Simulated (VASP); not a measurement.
# TiO2 (Anatase) (I4_1/amd) in VASP: further runs

Runs on TiO2 (Anatase). Level: PBE. Tasks: single point.

Everything below comes from runs of VASP 6.6.1. Logs are shortened: lines on timing, memory, paths and dates and some standing lists are left out, and cuts for length are marked.

## 1. The undisturbed crystal

The structure is tetragonal, space group I4_1/amd (No. 141). Conventional cell: a = 3.784 Å, b = 3.784 Å, c = 9.515 Å, α = 90.00°, β = 90.00°, γ = 90.00°. Around Ti (site symmetry -4m2) lie 6 O at 1.93 to 1.98 Å. O (site symmetry 2mm) is surrounded by 3 Ti at 1.93 to 1.98 Å.

## 2. Single point, PBE

Contents of INCAR:

```
PREC = Accurate
ENCUT = 900
EDIFF = 1E-7
ISMEAR = 0
SIGMA = 0.05
LREAL = False
LASPH = True
NELM = 100
ALGO = Normal
ISIF = 2
LWAVE = False
LCHARG = False
GGA = PE
NBANDS = 25
ADDGRID = False
```

Contents of KPOINTS:

```
Automatic mesh
0
Gamma
  5 5 5
```

Contents of POSCAR:

```
TiO2
1.0
   -1.8921000000      1.8921000000      4.7573000000
    1.8921000000     -1.8921000000      4.7573000000
    1.8921000000      1.8921000000     -4.7573000000
Ti O
2 4
Direct
    0.7634100000      0.2505420000      0.5022120000
    0.0240310000     -0.0225460000     -0.0109780000
    0.8032660000      0.7916050000      0.0039110000
    0.5255800000      0.0234350000      0.4817660000
    0.9615640000      0.4693800000      0.5068500000
    0.1853180000      0.2146180000     -0.0384270000
```

Potentials or basis: VASP PAW PBE potentials, release 64 (Ti, O).

Launch:

```bash
$ cat potpaw_PBE.64/Ti/POTCAR potpaw_PBE.64/O/POTCAR > POTCAR
$ mpirun -np 1 vasp_std > vasp.out
```

OUTCAR:

```text
PREC = Accurate
   ENCUT = 900
   EDIFF = 1E-7
   ISMEAR = 0
   LREAL = False
   LASPH = True
   NELM = 100
   ISIF = 2
   GGA = PE

 Found     63 irreducible k-points:

 Following reciprocal coordinates:
            Coordinates               Weight
  0.000000  0.000000  0.000000      1.000000
  0.200000 -0.000000  0.000000      2.000000
 -0.000000  0.200000  0.000000      2.000000
 -0.000000  0.200000 -0.200000      2.000000
  0.200000 -0.000000 -0.200000      2.000000
  0.400000  0.000000  0.000000      2.000000
   k-points           NKPTS =     63   k-points in BZ     NKDIM =     63   number of bands    NBANDS=     25
   number of dos      NEDOS =    301   number of ions     NIONS =      6
   total plane-waves  NPLWV = 157464
   dimension x,y,z NGX =    54 NGY =   54 NGZ =   54
   dimension x,y,z NGXF=   108 NGYF=  108 NGZF=  108
   ions per type =               2   4
   NGX,Y,Z   is equivalent  to a cutoff of  16.45, 16.45, 16.45 a.u.
   NGXF,Y,Z  is equivalent  to a cutoff of  32.89, 32.89, 32.89 a.u.
 SYSTEM =  unknown system
   PREC   = accura    normal or accurate (medium, high low for compatibility)
   ISTART =      0    job   : 0-new  1-cont  2-samecut
   ICHARG =      2    charge: 1-file 2-atom 10-const
   ISPIN  =      1    spin polarized calculation?
   LNONCOLLINEAR =      F non collinear calculations
   LSORBIT =      F    spin-orbit coupling
   LASPH  =      T    aspherical Exc in radial PAW
   ENCUT  =  900.0 eV  66.15 Ry    8.13 a.u.  13.35 13.35 13.35*2*pi/ulx,y,z
   NELM   =    100;   NELMIN=  2; NELMDL= -5     # of ELM steps
   EDIFF  = 0.1E-06   stopping-criterion for ELM
   LREAL  =      F    real-space projection
   EDIFFG = 0.1E-05   stopping-criterion for IOM
   NSW    =      0    number of steps for IOM
   IBRION =     -1    ionic relax: 0-MD 1-quasi-New 2-CG
   NFREE  =      0    steps in history (QN), initial steepest desc. (CG)
   ISIF   =      2    stress and relaxation
   ISYM   =      2    0-nonsym 1-usesym 2-fastsym
   POTIM  = 0.5000    time-step for ionic-motion
   TEBEG  =    0.0;   TEEND  =   0.0 temperature during run
   PSTRESS=    0.0 pullay stress
   NELECT =      32.0000    total number of electrons
   NUPDOWN=      -1.0000    fix difference up-down
   EMIN   =  10.00;   EMAX   =-10.00  energy-range for DOS
[... 5 lines left out ...]
     AMIX     =   0.40;   BMIX     =  1.00
     AMIX_MAG =   1.60;   BMIX_MAG =  1.00
  volume/ion in A,a.u.               =      11.35        76.62
  Fermi-wavevector in a.u.,A,eV,Ry     =   1.272590  2.404847 22.034444  1.619486
  Thomas-Fermi vector in A             =   2.405460
   LORBIT       =      0    0 simple, 1 ext, 2 COOP (PROOUT), +10 PAW based schemes
   GGA     = PE    functional components
   LHFCALC =     F    Hartree Fock is set to
   AEXX    =    0.0000 exact exchange contribution
   IVDW    =     0    specifies the selected vdW correction
   LEPSILON=     F    determine dielectric tensor
   LRPA    =     F    only Hartree local field effects (RPA)
 non-spin polarized calculation
 Gauss-broadening in eV      SIGMA  =   0.05
  energy-cutoff  :      900.00
  volume of cell :       68.13
 maximum number of plane-waves:      4203
 NGX is ok and might be reduce to    54
   NGX = 27   NGY = 27   NGZ = 27

 number of electron      32.0000000 magnetization

 Free energy of the ion-electron system (eV)
  ---------------------------------------------------
  ext. energy  EPLUGINS =         0.00000000
  ---------------------------------------------------
  free energy    TOTEN  =       -52.52625071 eV

  energy without entropy =      -52.52625071  energy(sigma->0) =      -52.52625071

 E-fermi :   1.0118     XC(G=0): -10.5280

 val. band max:        0.7759918170   @ k =   0.0000   0.0000  -0.4000
 cond. band min:       2.9935905948   @ k =   0.0000   0.0000   0.0000
 fundamental gap:      2.2175987778
 Fermi energy:         1.0117900253

 k-point     1 :       0.0000    0.0000    0.0000
  band No.  band energies     occupation
      1     -16.9506      2.00000
      2     -16.0553      2.00000
      3     -15.8447      2.00000
      4     -15.5308      2.00000
      5      -3.1910      2.00000
      6      -3.0631      2.00000
[... 17 lines left out ...]
     24       5.8000      0.00000
     25       5.9605      0.00000

 k-point     2 :       0.2000   -0.0000    0.0000
  band No.  band energies     occupation
      1     -16.7752      2.00000
      2     -15.9678      2.00000
      3     -15.7583      2.00000
      4     -15.5054      2.00000
      5      -3.3696      2.00000
      6      -3.1775      2.00000
[... 17 lines left out ...]
     24       6.3445      0.00000
     25       6.7707      0.00000

 k-point     3 :      -0.0000    0.2000    0.0000
  band No.  band energies     occupation
      1     -16.7697      2.00000
      2     -15.9972      2.00000
      3     -15.7913      2.00000
      4     -15.5014      2.00000
      5      -3.6340      2.00000
      6      -3.1114      2.00000
[... 17 lines left out ...]
     24       6.2797      0.00000
     25       6.5800      0.00000

 k-point     4 :      -0.0000    0.2000   -0.2000
  band No.  band energies     occupation
      1     -16.7693      2.00000
      2     -15.9699      2.00000
      3     -15.7628      2.00000
      4     -15.5056      2.00000
      5      -3.3747      2.00000
      6      -3.2099      2.00000
[... 17 lines left out ...]
     24       6.3488      0.00000
     25       6.6777      0.00000

 k-point     5 :       0.2000   -0.0000   -0.2000
  band No.  band energies     occupation
      1     -16.7728      2.00000
      2     -15.9959      2.00000
      3     -15.7885      2.00000
      4     -15.5021      2.00000
      5      -3.6173      2.00000
      6      -3.1415      2.00000
[... 17 lines left out ...]
     24       6.2862      0.00000
     25       6.5452      0.00000

 k-point     6 :       0.4000    0.0000    0.0000
  band No.  band energies     occupation
      1     -16.5053      2.00000
      2     -15.7867      2.00000
      3     -15.6445      2.00000
      4     -15.4260      2.00000
      5      -3.9076      2.00000
      6      -3.3899      2.00000
[... 17 lines left out ...]
     24       6.5562      0.00000
     25       7.2570      0.00000

 [... further k-points ...]
[... 5 lines left out ...]
  --------------------------------------------------------------------------------------
  -------------------------------------------------------------------------------------
  Total        5.7119129      7.9875788      1.5203489      0.1868752      0.3641775      0.4079289
  in kB      134.3332299    187.8525240     35.7556887      4.3949467      8.5647556      9.5937057
  external PRESSURE =     119.3138142 kB  Pullay stress =       0.0000000 kB

 VOLUME and BASIS-vectors are now :
 -----------------------------------------------------------------------------
  energy-cutoff  :      900.00
  volume of cell :       68.13
      direct lattice vectors                 reciprocal lattice vectors
    -1.892100000  1.892100000  4.757300000     0.000000000  0.264256646  0.105101633
     1.892100000 -1.892100000  4.757300000     0.264256646  0.000000000  0.105101633
     1.892100000  1.892100000 -4.757300000     0.264256646  0.264256646  0.000000000

 POSITION                                       TOTAL-FORCE (eV/Angst)
 -----------------------------------------------------------------------------------
     -0.02016      1.92063      2.43450         0.093518     -1.691615      0.031761
      3.67530      0.06736      0.05929         1.314027     -0.985493     -0.407023
     -0.01466      0.02946      7.56867         0.151497     -0.551783     -0.020430
     -0.03856      1.86166      0.31992         0.273564      0.588989      1.250591
      0.02775      1.89027      4.39619        -1.812174     -0.239174      0.134110
      1.87483      1.76395     -2.67188        -0.020432      2.879075     -0.989010
 -----------------------------------------------------------------------------------
    total drift:                               -0.000041      0.000270     -0.000033

  FREE ENERGIE OF THE ION-ELECTRON SYSTEM (eV)
  ---------------------------------------------------
  free  energy   TOTEN  =       -52.5262507103 eV

  energy  without entropy=      -52.5262507103  energy(sigma->0) =      -52.52625071
```

Wall time 7.9 min (1 thread of Intel Xeon Platinum 8259CL at 2.50GHz (Skylake/Cascade Lake), shared host); peak memory 0.52 GiB.

These settings aren't checked as converged: the numbers below hold their error.

What came out:

- Free energy: -52.5263 eV
- Pressure: 11.9 GPa
- Largest force: 3.044 eV/Å
- Band gap on the k mesh: 2.22 eV, indirect (least direct gap 2.63 eV)

Caveat: the k mesh is coarse (spacing up to 0.47 Å⁻¹), so the values aren't converged; an odd mesh through Γ misses points on the zone boundary, where band edges often lie.

## 3. Single point, PBE

INCAR, as its differences from that of step 2:

```diff
@@ -1,5 +1,5 @@
 PREC = Accurate
-ENCUT = 900
+ENCUT = 460
 EDIFF = 1E-7
-ISMEAR = 0
+ISMEAR = -5
 SIGMA = 0.05
```

Contents of KPOINTS:

```
Automatic mesh
0
Gamma
  7 7 7
```

POSCAR is that of step 2.

Potentials or basis: VASP PAW PBE potentials, release 64 (Ti, O).

Launch:

```bash
$ cat potpaw_PBE.64/Ti/POTCAR potpaw_PBE.64/O/POTCAR > POTCAR
$ mpirun -np 1 vasp_std > vasp.out
```

OUTCAR:

```text
PREC = Accurate
   ENCUT = 460
   EDIFF = 1E-7
   ISMEAR = -5
   LREAL = False
   LASPH = True
   NELM = 100
   ISIF = 2
   GGA = PE

 Found    172 irreducible k-points:

 Following reciprocal coordinates:
            Coordinates               Weight
  0.000000  0.000000  0.000000      1.000000
  0.142857  0.000000  0.000000      2.000000
  0.000000  0.142857  0.000000      2.000000
  0.000000  0.142857 -0.142857      2.000000
  0.142857  0.000000 -0.142857      2.000000
  0.285714  0.000000  0.000000      2.000000
   k-points           NKPTS =    172   k-points in BZ     NKDIM =    172   number of bands    NBANDS=     25
   number of dos      NEDOS =    301   number of ions     NIONS =      6
   total plane-waves  NPLWV =  64000
   dimension x,y,z NGX =    40 NGY =   40 NGZ =   40
   dimension x,y,z NGXF=    80 NGYF=   80 NGZF=   80
   ions per type =               2   4
   NGX,Y,Z   is equivalent  to a cutoff of  12.18, 12.18, 12.18 a.u.
   NGXF,Y,Z  is equivalent  to a cutoff of  24.37, 24.37, 24.37 a.u.
 SYSTEM =  unknown system
   PREC   = accura    normal or accurate (medium, high low for compatibility)
   ISTART =      0    job   : 0-new  1-cont  2-samecut
   ICHARG =      2    charge: 1-file 2-atom 10-const
   ISPIN  =      1    spin polarized calculation?
[... 61 lines left out ...]

 k-point     1 :       0.0000    0.0000    0.0000
  band No.  band energies     occupation
      1     -16.9497      2.00000
      2     -16.0540      2.00000
      3     -15.8430      2.00000
      4     -15.5297      2.00000
      5      -3.1882      2.00000
      6      -3.0604      2.00000
[... 157 lines left out ...]
     24       6.4783      0.00000
     25       7.0705      0.00000

 [... further k-points ...]

------------------------ aborting loop because EDIFF is reached ----------------------------------------

  FORCE on cell =-STRESS in cart. coord.  units (eV):
  Direction    XX          YY          ZZ          XY          YZ          ZX
  --------------------------------------------------------------------------------------
  -------------------------------------------------------------------------------------
  Total        5.3046895      7.5821674      1.1226829      0.1872867      0.3608530      0.4116238
  in kB      124.7561166    178.3180258     26.4033466      4.4046227      8.4865708      9.6806007
  external PRESSURE =     109.8258297 kB  Pullay stress =       0.0000000 kB

 VOLUME and BASIS-vectors are now :
 -----------------------------------------------------------------------------
  energy-cutoff  :      460.00
  volume of cell :       68.13
      direct lattice vectors                 reciprocal lattice vectors
    -1.892100000  1.892100000  4.757300000     0.000000000  0.264256646  0.105101633
     1.892100000 -1.892100000  4.757300000     0.264256646  0.000000000  0.105101633
     1.892100000  1.892100000 -4.757300000     0.264256646  0.264256646  0.000000000

 POSITION                                       TOTAL-FORCE (eV/Angst)
 -----------------------------------------------------------------------------------
     -0.02016      1.92063      2.43450         0.093204     -1.696022      0.031010
      3.67530      0.06736      0.05929         1.316863     -0.987476     -0.407865
     -0.01466      0.02946      7.56867         0.151311     -0.551755     -0.027094
     -0.03856      1.86166      0.31992         0.272556      0.589740      1.248787
      0.02775      1.89027      4.39619        -1.814296     -0.238217      0.142429
      1.87483      1.76395     -2.67188        -0.019637      2.883731     -0.987267
 -----------------------------------------------------------------------------------
    total drift:                               -0.000123      0.000243     -0.000434

  FREE ENERGIE OF THE ION-ELECTRON SYSTEM (eV)
  ---------------------------------------------------
  free  energy   TOTEN  =       -52.5129190711 eV

  energy  without entropy=      -52.5129190711  energy(sigma->0) =      -52.51291907
```

It took 6 min on 1 thread of Intel Xeon Platinum 8259CL at 2.50GHz (Skylake/Cascade Lake), shared host; peak memory 0.38 GiB.

These settings aren't checked as converged: the numbers below hold their error.

Results:

```
Free energy            : -52.5129 eV
Pressure               : 11.0 GPa
Largest force          : 3.048 eV/Å
Band gap on the k mesh : 2.19 eV, indirect (least direct gap 2.63 eV)
```

Caveat: the cutoff is under 1.25 times the usual one of these potentials, so pressure, stress and relaxed cells hold a basis-set (Pulay) error; an odd mesh through Γ misses points on the zone boundary, where band edges often lie.
